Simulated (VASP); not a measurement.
# HfB2 (mix) (P6/mmm) in VASP: a series of runs

One crystal, HfB2 (mix), is run at these levels: PBE; tasks: single point, relaxation of cell and atoms.

All numbers are computed with VASP 6.6.1; they aren't measurements. Logs are shortened: lines on timing, memory, paths and dates and some standing lists are left out, and cuts for length are marked.

### Step 1. Starting point

It takes space group P6/mmm (No. 191, hexagonal). The conventional cell has a = 3.145 Å, b = 3.145 Å, c = 3.487 Å, α = 90.00°, β = 90.00°, γ = 120.00°. Hf (site symmetry 6/mmm) has 12 B at 2.52 Å as nearest neighbours. B (site symmetry -6m2) has 3 B at 1.82 Å as nearest neighbours.

### Step 2. Single point, PBE

INCAR reads:

```
SYSTEM = HfB2
PREC = Accurate ; ENCUT = 520
EDIFF = 1E-7 ; ISMEAR = 0
SIGMA = 0.1 ; LREAL = .FALSE.
LASPH = .TRUE. ; NELM = 100
ALGO = Normal ; ISIF = 2
LWAVE = .FALSE. ; LCHARG = .FALSE.
GGA = PE ; NBANDS = 15
```

KPOINTS reads:

```
regular mesh
0
G
  15 15 12
  0 0 0
```

POSCAR reads:

```
HfB2
1.0
    3.1450642478      0.0000000000      0.0000000000
   -1.5725321239      2.7237055351      0.0000000000
    0.0000000000      0.0000000000      3.4872999906
Hf B
1 2
Direct
    0.0000000000      0.0000000000      0.0000000000
    0.3333333333      0.6666666667      0.5000000000
    0.6666666667      0.3333333333      0.5000000000
```

Potentials or basis: VASP PAW PBE potentials, release 64 (Hf_pv, B).

The run is started by

```bash
cat potpaw_PBE.64/Hf_pv/POTCAR potpaw_PBE.64/B/POTCAR > POTCAR
mpirun -np 1 vasp_std > vasp.out
```

OUTCAR:

```text
SYSTEM = HfB2
   PREC = Accurate
   ENCUT = 520
   EDIFF = 1E-7
   ISMEAR = 0
   LREAL = .FALSE.
   LASPH = .TRUE.
   NELM = 100
   ISIF = 2
   GGA = PE

 ion  position               nearest neighbor table
   1  0.000  0.000  0.000-   2 2.52   3 2.52   2 2.52   3 2.52   2 2.52   2 2.52   3 2.52   3 2.52
                             3 2.52   3 2.52   2 2.52   2 2.52
   2  0.333  0.667  0.500-   3 1.82   3 1.82   3 1.82   1 2.52   1 2.52   1 2.52   1 2.52   1 2.52
                             1 2.52
   3  0.667  0.333  0.500-   2 1.82   2 1.82   2 1.82   1 2.52   1 2.52   1 2.52   1 2.52   1 2.52
                             1 2.52

  LATTYP: Found a hexagonal cell.
 ALAT       =     3.1450642478
 C/A-ratio  =     1.1088167732

  Lattice vectors:

 A1 = (   3.1450642478,   0.0000000000,   0.0000000000)
 A2 = (  -1.5725321239,   2.7237055351,   0.0000000000)
 A3 = (   0.0000000000,   0.0000000000,   3.4872999906)

Analysis of symmetry for initial positions (statically):
=====================================================================
 Subroutine PRICEL returns:
 Original cell was already a primitive cell.

 Routine SETGRP: Setting up the symmetry group for a
 hexagonal supercell.

 Subroutine GETGRP returns: Found 24 space group operations
 (whereof 24 operations were pure point group operations)
 out of a pool of 24 trial point group operations.

The static configuration has the point symmetry D_6h.

Analysis of symmetry for dynamics (positions and initial velocities):
=====================================================================
 Subroutine PRICEL returns:
 Original cell was already a primitive cell.

 Routine SETGRP: Setting up the symmetry group for a
 hexagonal supercell.

 Subroutine GETGRP returns: Found 24 space group operations
 (whereof 24 operations were pure point group operations)
 out of a pool of 24 trial point group operations.

The dynamic configuration has the point symmetry D_6h.

 Subroutine INISYM returns: Found 24 space group operations
 (whereof 24 operations are pure point group operations),
 and found     1 'primitive' translations

----------------------------------------------------------------------------------------

                                     Primitive cell

  volume of cell :      29.8730

  direct lattice vectors                    reciprocal lattice vectors
     3.145064248  0.000000000  0.000000000     0.317958528  0.183573442  0.000000000
    -1.572532124  2.723705535  0.000000000     0.000000000  0.367146884  0.000000000
     0.000000000  0.000000000  3.487299991     0.000000000  0.000000000  0.286754797

  length of vectors
     3.145064248  3.145064248  3.487299991     0.367146884  0.367146884  0.286754797

  position of ions in fractional coordinates (direct lattice)
     0.000000000  0.000000000  0.000000000
     0.333333333  0.666666667  0.500000000
     0.666666667  0.333333333  0.500000000

  ion indices of the primitive-cell ions
   primitive index   ion index
                 1           1
                 2           2
                 3           3

----------------------------------------------------------------------------------------

 KPOINTS: regular mesh

Automatic generation of k-mesh.
 Grid dimensions read from file:
 generate k-points for:   15   15   12

 Generating k-lattice:

  Cartesian coordinates                     Fractional coordinates (reciprocal lattice)
     0.021197235  0.012238229  0.000000000     0.066666667  0.000000000  0.000000000
     0.000000000  0.024476459  0.000000000     0.000000000  0.066666667  0.000000000
     0.000000000  0.000000000  0.023896233     0.000000000  0.000000000  0.083333333

  Length of vectors
     0.024476459  0.024476459  0.023896233

  Shift w.r.t. Gamma in fractional coordinates (k-lattice)
     0.000000000  0.000000000  0.000000000

 Subroutine IBZKPT returns following result:
 ===========================================

 Found    189 irreducible k-points:

 Following reciprocal coordinates:
            Coordinates               Weight
  0.000000  0.000000  0.000000      1.000000
  0.066667  0.000000  0.000000      6.000000
  0.133333  0.000000  0.000000      6.000000
  0.200000  0.000000  0.000000      6.000000
  0.266667  0.000000  0.000000      6.000000
  0.333333 -0.000000  0.000000      6.000000
[... 16 lines left out ...]
  0.333333  0.200000  0.000000     12.000000
  0.400000  0.200000  0.000000      6.000000
 [... further k-points ...]
   k-points           NKPTS =    189   k-points in BZ     NKDIM =    189   number of bands    NBANDS=     15
   number of dos      NEDOS =    301   number of ions     NIONS =      3
   total plane-waves  NPLWV =  16128
   dimension x,y,z NGX =    24 NGY =   24 NGZ =   28
   dimension x,y,z NGXF=    48 NGYF=   48 NGZF=   56
   ions per type =               1   2
   NGX,Y,Z   is equivalent  to a cutoff of  12.69, 12.69, 13.35 a.u.
   NGXF,Y,Z  is equivalent  to a cutoff of  25.37, 25.37, 26.70 a.u.
 SYSTEM =  HfB2
   PREC   = accura    normal or accurate (medium, high low for compatibility)
   ISTART =      0    job   : 0-new  1-cont  2-samecut
   ICHARG =      2    charge: 1-file 2-atom 10-const
   ISPIN  =      1    spin polarized calculation?
   LNONCOLLINEAR =      F non collinear calculations
   LSORBIT =      F    spin-orbit coupling
   LASPH  =      T    aspherical Exc in radial PAW
   ENCUT  =  520.0 eV  38.22 Ry    6.18 a.u.   5.85  5.85  6.48*2*pi/ulx,y,z
   NELM   =    100;   NELMIN=  2; NELMDL= -5     # of ELM steps
   EDIFF  = 0.1E-06   stopping-criterion for ELM
   LREAL  =      F    real-space projection
   EDIFFG = 0.1E-05   stopping-criterion for IOM
   NSW    =      0    number of steps for IOM
   IBRION =     -1    ionic relax: 0-MD 1-quasi-New 2-CG
   NFREE  =      0    steps in history (QN), initial steepest desc. (CG)
   ISIF   =      2    stress and relaxation
   ISYM   =      2    0-nonsym 1-usesym 2-fastsym
   POTIM  = 0.5000    time-step for ionic-motion
   TEBEG  =    0.0;   TEEND  =   0.0 temperature during run
   PSTRESS=    0.0 pullay stress
   NELECT =      16.0000    total number of electrons
   NUPDOWN=      -1.0000    fix difference up-down
   EMIN   =  10.00;   EMAX   =-10.00  energy-range for DOS
   EFERMI =   0.00;   METHOD = LEGACY
   ISMEAR =     0;   SIGMA  =   0.10  broadening in eV -4-tet -1-fermi 0-gaus
   EFERMI_NEDOS =   21; number of points for ismear=-14 and -15
   IALGO  =     38    algorithm
   IMIX   =      4    mixing-type and parameters
     AMIX     =   0.40;   BMIX     =  1.00
     AMIX_MAG =   1.60;   BMIX_MAG =  1.00
  volume/ion in A,a.u.               =       9.96        67.20
  Fermi-wavevector in a.u.,A,eV,Ry     =   1.329500  2.512392 24.049270  1.767572
  Thomas-Fermi vector in A             =   2.458658
   LORBIT       =      0    0 simple, 1 ext, 2 COOP (PROOUT), +10 PAW based schemes
   GGA     = PE    functional components
   LHFCALC =     F    Hartree Fock is set to
   AEXX    =    0.0000 exact exchange contribution
   IVDW    =     0    specifies the selected vdW correction
   LEPSILON=     F    determine dielectric tensor
   LRPA    =     F    only Hartree local field effects (RPA)
 non-spin polarized calculation
 Gauss-broadening in eV      SIGMA  =   0.10
  energy-cutoff  :      520.00
  volume of cell :       29.87
 maximum number of plane-waves:       820
 NGX is ok and might be reduce to    24
   NGX = 11   NGY = 11   NGZ = 13

 number of electron      15.9999997 magnetization

 Free energy of the ion-electron system (eV)
  ---------------------------------------------------
  ext. energy  EPLUGINS =         0.00000000
  ---------------------------------------------------
  free energy    TOTEN  =       -26.40173636 eV

  energy without entropy =      -26.40061950  energy(sigma->0) =      -26.40117793

 E-fermi :   7.6564     XC(G=0): -12.5717

 val. band max:        7.6103777052   @ k =   0.4000   0.1333   0.0000
 cond. band min:       7.6738383595   @ k =   0.0667   0.0667   0.4167
 fundamental gap:      0.0634606543
 Fermi energy:         7.6564117366

 k-point     1 :       0.0000    0.0000    0.0000
  band No.  band energies     occupation
      1     -23.0245      2.00000
      2     -22.5317      2.00000
      3     -22.5317      2.00000
      4      -6.0956      2.00000
      5       4.6363      2.00000
      6       4.7454      2.00000
      7       4.7454      2.00000
      8       4.8413      2.00000
      9      11.6282      0.00000
     10      11.6282      0.00000
     11      12.2568      0.00000
     12      12.2568      0.00000
     13      12.5897      0.00000
     14      12.6000      0.00000
     15      12.6000      0.00000

 k-point     2 :       0.0667    0.0000    0.0000
  band No.  band energies     occupation
      1     -23.0190      2.00000
      2     -22.5662      2.00000
      3     -22.5394      2.00000
      4      -5.9997      2.00000
      5       4.4647      2.00000
      6       4.7347      2.00000
      7       4.7395      2.00000
      8       4.7579      2.00000
      9      11.4075      0.00000
     10      11.5603      0.00000
     11      11.7083      0.00000
     12      11.7540      0.00000
     13      12.9250      0.00000
     14      13.2390      0.00000
     15      13.4279      0.00000
[... 365 lines left out ...]
      3     -22.8549      2.00000
      4      -2.2126      2.00000
      5      -0.3614      2.00000
      6       1.6677      2.00000
      7       4.0245      2.00000
      8       6.7897      2.00000
      9       7.4318      1.99851
     10       9.8927      0.00000
     11      12.9318      0.00000
     12      14.5025      0.00000
     13      15.9127      0.00000
     14      17.3267      0.00000
     15      17.6447      0.00000

 k-point    24 :       0.4000    0.2000    0.0000
  band No.  band energies     occupation
      1     -23.1903      2.00000
      2     -22.8841      2.00000
      3     -22.8723      2.00000
      4      -1.4413      2.00000
      5      -1.1514      2.00000
      6       1.5605      2.00000
      7       4.0692      2.00000
      8       6.5699      2.00000
      9       7.3911      1.99982
     10      10.5862      0.00000
     11      12.2341      0.00000
     12      14.4713      0.00000
     13      16.4287      0.00000
     14      17.6115      0.00000
     15      17.9846      0.00000

 [... further k-points ...]

------------------------ aborting loop because EDIFF is reached ----------------------------------------

  FORCE on cell =-STRESS in cart. coord.  units (eV):
  Direction    XX          YY          ZZ          XY          YZ          ZX
  --------------------------------------------------------------------------------------
  -------------------------------------------------------------------------------------
  Total       -0.0863493     -0.0863493     -0.0330699      0.0000000      0.0000000     -0.0000000
  in kB       -4.6311694     -4.6311694     -1.7736374      0.0000000      0.0000000     -0.0000000
  external PRESSURE =      -3.6786587 kB  Pullay stress =       0.0000000 kB

 VOLUME and BASIS-vectors are now :
 -----------------------------------------------------------------------------
  energy-cutoff  :      520.00
  volume of cell :       29.87
      direct lattice vectors                 reciprocal lattice vectors
     3.145064248  0.000000000  0.000000000     0.317958528  0.183573442  0.000000000
    -1.572532124  2.723705535  0.000000000     0.000000000  0.367146884  0.000000000
     0.000000000  0.000000000  3.487299991     0.000000000  0.000000000  0.286754797

 POSITION                                       TOTAL-FORCE (eV/Angst)
 -----------------------------------------------------------------------------------
      0.00000      0.00000      0.00000         0.000000      0.000000      0.000000
     -0.00000      1.81580      1.74365         0.000000     -0.000000      0.000000
      1.57253      0.90790      1.74365        -0.000000      0.000000      0.000000
 -----------------------------------------------------------------------------------
    total drift:                               -0.000000      0.000000      0.000000

  FREE ENERGIE OF THE ION-ELECTRON SYSTEM (eV)
  ---------------------------------------------------
  free  energy   TOTEN  =       -26.4017363632 eV

  energy  without entropy=      -26.4006194955  energy(sigma->0) =      -26.40117793
```

Run time: 40 s. Hardware: 1 thread of AMD EPYC 9R45 (Zen 5), shared host; peak memory 0.18 GiB.

What came out:

| Quantity | Value |
| --- | --- |
| Free energy | -26.4017 eV |
| Pressure | -0.4 GPa |
| Band gap on the k mesh | none (metal or under the smearing width) |

Stress tensor (GPa, compression positive):
```
-0.46  0.00  0.00
 0.00 -0.46  0.00
 0.00  0.00 -0.18
```

Levels at points of the mesh, in eV from the Fermi level:
```csv
k point,band 5,band 6,band 7,band 8,band 9,band 10,band 11,band 12
"(0.00, 0.00, 0.00)",-3.02,-2.91,-2.91,-2.82,3.97,3.97,4.60,4.60
"(0.00, 0.00, 0.50)",-8.37,-1.22,-1.22,0.29,0.29,0.97,0.97,2.18
```

### Step 3. Relaxation of cell and atoms, PBE

This run uses another cell than the first one, of 9.90 Å³/atom, 0.995 times its volume.

INCAR reads:

```
ALGO     = Fast           # electronic algorithm
EDIFF    = 1E-7           # SCF threshold, eV
EDIFFG   = -0.002         # ionic threshold
ENCUT    = 600            # plane-wave cutoff, eV
GGA      = PE             # functional
IBRION   = 2              # ionic algorithm
ISIF     = 3              # what is computed and relaxed
ISMEAR   = 0              # smearing method
LASPH    = True           # aspherical terms in the spheres
LCHARG   = False          # write CHGCAR
LREAL    = False          # projectors in reciprocal space
LWAVE    = False          # write WAVECAR
NELM     = 100            # most SCF steps
NSW      = 100            # ionic steps
PREC     = Accurate       # precision mode
SIGMA    = 0.1            # smearing width, eV
```

KPOINTS reads:

```
k-points
0
Gamma
  15 15 12
```

POSCAR reads:

```
HfB2
1.0
    3.1400000000      0.0000000000      0.0000000000
   -1.5700000000      2.7193197679      0.0000000000
    0.0000000000      0.0000000000      3.4800000000
Hf B
1 2
Direct
    0.0000000000      0.0000000000      0.0000000000
    0.3333333333      0.6666666667      0.5000000000
    0.6666666667      0.3333333333      0.5000000000
```

Potentials or basis: VASP PAW PBE potentials, release 64 (Hf_pv, B).

The run is started by

```bash
cat potpaw_PBE.64/Hf_pv/POTCAR potpaw_PBE.64/B/POTCAR > POTCAR
mpirun -np 1 vasp_std > vasp.out
```

It took 2.4 min on 1 thread of AMD EPYC 9R45 (Zen 5), shared host; peak memory 0.2 GiB.

The run converged. Its results:

```yaml
Free_energy: -26.4038 eV
Relaxed_volume: 9.94 Å³/atom
Relaxed_cell: a = 3.143 Å, b = 3.143 Å, c = 3.487 Å, α = 90.00°, β = 90.00°, γ = 120.00°
Space_group_after_relaxing_to_0.05_Å: P6/mmm (No. 191)
Energy_gained_by_relaxing: 0.1 meV/atom
Ionic_steps: 5
Pressure_after_relaxing: 0.0 GPa
Band_gap_on_the_k_mesh: none (metal or under the smearing width)
```

Step by step:
| step | energy change (eV) | largest force (eV/Å) | pressure (GPa) | volume (Å³) |
| --- | --- | --- | --- | --- |
| 1 | 0.0000 | 0.0000 | 0.95 | 29.71 |
| 2 | 0.0002 | 0.0000 | -1.18 | 29.97 |
| 3 | -0.0003 | 0.0000 | 0.02 | 29.83 |
| 4 | -0.0003 | 0.0000 | -0.04 | 29.83 |
| 5 | -0.0004 | 0.0000 | -0.03 | 29.83 |

Final structure:
```
Hf B
1.0
     3.14290    0.00000    0.00000
    -1.57145    2.72183    0.00000
     0.00000    0.00000    3.48731
Hf B
1 2
Direct
  0.00000 0.00000 0.00000
  0.33333 0.66667 0.50000
  0.66667 0.33333 0.50000
```

Levels at points of the mesh, in eV from the Fermi level:
| k point | band 4 | band 5 | band 6 | band 7 | band 8 | band 9 | band 10 | band 11 | band 12 |
| --- | --- | --- | --- | --- | --- | --- | --- | --- | --- |
| (0.00, 0.00, 0.00) | -13.76 | -3.03 | -2.91 | -2.91 | -2.82 | 3.98 | 3.98 | 4.60 | 4.60 |
| (0.00, 0.00, 0.50) | -11.38 | -8.38 | -1.22 | -1.22 | 0.30 | 0.30 | 0.97 | 0.97 | 2.17 |

Spin-orbit coupling is left out, which matters for the levels of Hf. Zero-point motion and thermal expansion aren't in these numbers.

(Continued in part 2 of 2.)
